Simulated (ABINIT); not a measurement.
The system is InAs.

```
In As
1.0
     0.00000    3.01800    3.01800
     3.01800    0.00000    3.01800
     3.01800    3.01800    0.00000
In As
1 1
Direct
  0.00000 0.00000 0.00000
  0.75000 0.75000 0.75000
```

| Item | Value |
| --- | --- |
| Program | ABINIT 10.8.3 (patched build) |
| Task | single point |
| Functional | PBE |
| Potentials or basis | JTH PAW PBE v2.0 |
| Cutoff | 599 eV |
| k mesh | 8 × 8 × 8 |
| Occupations | fermi-dirac, width 0.05 eV |
| Spin | no spin polarisation |

On this cell: pressure 4.3 GPa; largest force zero by symmetry; band gap on the k mesh none (metal or under the smearing width).

The same run follows on a disturbed copy (atoms moved at random, drawn with an rms of 0.05 Å):

```
In As
1.0
     0.00000    3.01800    3.01800
     3.01800    0.00000    3.01800
     3.01800    3.01800    0.00000
In As
1 1
Direct
  0.00643 0.99527 0.99591
  0.75925 0.74706 0.74719
```

Problem. What does the disturbed cell give?

Solution. The energy (extrapolated to zero smearing) moves by +0.9 meV/atom; pressure 4.3 GPa; largest force 0.169 eV/Å; band gap on the k mesh none (metal or under the smearing width).

Forces on the atoms (eV/Å):
```
In   0.073  0.102  0.114
As  -0.073 -0.102 -0.114
```

Stress tensor (GPa, compression positive):
```
4.30 0.39 0.35
0.39 4.30 0.26
0.35 0.26 4.30
```

Caveats: this crystal is a semiconductor, whose small gap the functional closes, so the metal is an error of the method (some runs).
